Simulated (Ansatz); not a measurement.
# CsI: energy along a strain

CsI, Pm-3m, a = 4.567 Å (as given, not relaxed at this level: 0.4 GPa). Ansatz: r2SCAN, PAW, 500 eV, Γ-centred 6×6×6 mesh on 2 atoms, Gaussian smearing 0.05 eV; no spin polarisation. Cell vectors (Å): 4.567 0.000 0.000; 0.000 4.567 0.000; 0.000 0.000 4.567. The cell is strained by x per cent times the pattern (0 0 1 0 0 0) in the order xx yy zz yz xz xy (engineering shears), with fractional coordinates held. y is the free energy over the start, V0 = 47.619 Å³/atom.

```tsv
x (%)	y (meV/atom)
-2.00	?
-1.50	2.59
-1.00	1.52
-0.50	0.66
0.00	0.00
0.50	-0.47
1.00	-0.74
1.50	-0.82
1.75	-0.80
2.00	-0.73
```

Question: Fit y = c1 x + c2 x² + c3 x³ to the other rows, get the stiffness along the pattern, and predict the missing energy.

Answer: Least squares on the rows shown. y = −1.124 x + 0.3921 x² − 0.006249 x³. The clamped-ion stiffness p·C·p = 2 × 3.921 eV × 160.2 / 47.619 Å³ = 26 GPa, which is C33 in these axes (C11 of the cubic crystal) (second derivative at the start, which stands under stress). At x = -2.00 the fit asked for gives 3.87 meV/atom. The run gave 3.86 meV/atom, so the fit is 0.01 meV/atom too high, a small miss on the scale of the series.